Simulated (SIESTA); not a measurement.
CaO under changes of volume

One of the cells (14.163 Å³/atom); the others are scaled copies at fixed shape and fractional positions:

```xyz
2
Lattice="0.0000 2.4195 2.4195 2.4195 0.0000 2.4195 2.4195 2.4195 0.0000" Properties=species:S:1:pos:R:3 pbc="T T T"
Ca    0.0000    0.0000    0.0000
O     2.4195    2.4195    2.4195
```

The cell is a database's computed one.

```yaml
Program: SIESTA 5.4.2
Functional: PBE
Potentials_or_basis: PseudoDojo 0.4 standard (PBE files)
Basis: DZP (energy shift 0.003 Ry; two zetas on semicore shells; d shell added on Ca)
Grid_cutoff: 800 Ry
Energy_shift: 0.003 Ry
k_mesh: 10 × 10 × 10
Occupations: fermi-dirac, width 0.05 eV
Spin: no spin polarisation
```

```tsv
volume (Å³/atom)	energy over the lowest point (meV/atom)	pressure (GPa)	gap on the mesh (eV)
13.052	33.65	10.4	3.59
13.330	18.27	7.5	3.60
13.608	7.71	4.7	3.62
14.163	0.00	0.0	3.63
14.441	1.81	-2.1	3.64
14.719	?	?	?
```

**Question.** What does the run at 14.719 Å³/atom give?

**Answer.** Energy over the lowest point 6.89 meV/atom; pressure -3.9 GPa; gap on the mesh 3.64 eV.

Worked out: A Birch-Murnaghan fit of order 3 (a polynomial in V^(-2/3)) to the other rows has its minimum at 14.16 Å³/atom with B0 = V·E''(V) = 109 GPa and B' = 4.0. It gives 7.04 meV/atom at 14.719 Å³/atom, against the run's 6.89, and -dE/dV = -3.9 GPa, against -3.9. A parabola through the other rows of the gap, of slope 0.148 eV per unit of ln V there, extrapolates to 3.64 eV, against the run's 3.64.

Energies are extrapolated to zero smearing.

Caveats: the basis of atomic orbitals isn't converged, which shifts pressures, moduli and gaps.

A mesh can miss the band edges.
